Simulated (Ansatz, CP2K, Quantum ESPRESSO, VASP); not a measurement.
## Sb: 4 runs at one level of theory

```xyz
7
Lattice="3.3690 0.0000 0.0000 -1.6845 2.9176 0.0000 0.0000 0.0000 30.9900" Properties=species:S:1:pos:R:3 pbc="T T T"
Sb    1.6845    0.9725    7.5000
Sb    0.0000    1.9451   10.1650
Sb    1.6845    0.9725   12.8300
Sb    0.0000    1.9451   15.4950
Sb    1.6845    0.9725   18.1600
Sb    0.0000    1.9451   20.8250
Sb    1.6845    0.9725   23.4900
```

Alike in all runs: functional PBE; k mesh 9 × 9 × 1; occupations fermi-dirac, width 0.05 eV; no spin polarisation; no spin-orbit coupling.

| program and potentials | plane-wave cutoff (eV) | notes | largest force (eV/Å) |
| --- | --- | --- | --- |
| Ansatz, Ansatz PAW | 420 | 15 valence electrons an atom on average | 0.362 |
| CP2K, POTENTIAL_UZH Sb GTH-PBE-q5; TZVP-MOLOPT-PBE-GTH basis | - | atomic basis; 5 valence electrons an atom on average | 0.368 |
| VASP, PBE PAW files Sb, 520 eV | 520 | 5 valence electrons an atom on average | 0.361 |
| Quantum ESPRESSO, PseudoDojo 0.4.1 SR PBE standard | 1088 | 15 valence electrons an atom on average | 0.356 |

Force on atom 2 (Sb), eV/Å:

```json
{"program and potentials": "Ansatz, Ansatz PAW", "x": "0.000", "y": "0.000", "z": "-0.362"}
{"program and potentials": "CP2K, POTENTIAL_UZH Sb GTH-PBE-q5; TZVP-MOLOPT-PBE-GTH basis", "x": "0.000", "y": "0.000", "z": "-0.368"}
{"program and potentials": "VASP, PBE PAW files Sb, 520 eV", "x": "0.000", "y": "0.000", "z": "-0.361"}
{"program and potentials": "Quantum ESPRESSO, PseudoDojo 0.4.1 SR PBE standard", "x": "0.000", "y": "0.000", "z": "-0.356"}
```

Rows in atomic bases carry the error of their basis and grid, which can be large.

The functional is the same throughout but for its coding, so the spread measures potentials, basis and numerics; runs on potential files found faulty are left out.
